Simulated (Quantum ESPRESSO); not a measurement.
Input of a Quantum ESPRESSO 7.5 run:

pw.in

```
&CONTROL
  calculation = 'scf'
  prefix = 'pwscf'
  outdir = './tmp'
  pseudo_dir = './pseudo'
  tprnfor = .true.
  tstress = .true.
  disk_io = 'nowf'
/
&SYSTEM
  ibrav = 0
  nat = 3
  ntyp = 2
  ecutwfc = 56
  ecutrho = 448
  nbnd = 19
  occupations = 'smearing'
  smearing = 'mp'
  degauss = 0.00734986
/
&ELECTRONS
  conv_thr = 6d-10
  electron_maxstep = 120
  mixing_beta = 0.5
/
ATOMIC_SPECIES
Co    58.9332 co_pbe_v1.2.uspp.F.UPF
Si    28.0850 si_pbe_v1.uspp.F.UPF
CELL_PARAMETERS angstrom
   0.0000000000    2.6985520800    2.6450093800
   2.6985520800    0.0000000000    2.6450093800
   2.6985520800    2.6985520800    0.0000000000
ATOMIC_POSITIONS crystal
Co     0.0000000000    0.0000000000    0.0000000000
Si     0.2500000000    0.2500000000    0.2500000000
Si     0.7500000000    0.7500000000    0.7500000000
K_POINTS automatic
16 16 16 0 0 0
```

Potentials or basis: GBRV 1.5 PBE.

Command:

```sh
$ OMP_NUM_THREADS=1 pw.x -in pw.in > pw.out
```

Problem. Predict the pressure.

Solution. -0.2 GPa.

Problem. What does it give for the band gap on the k mesh?

Solution. None (metal or under the smearing width).

Stress tensor (GPa, compression positive):
```
-0.85  0.00  0.00
 0.00 -0.85  0.00
 0.00  0.00  0.95
```

Spin polarisation is off, so any magnetic state and its effect on volume and gap are missing.
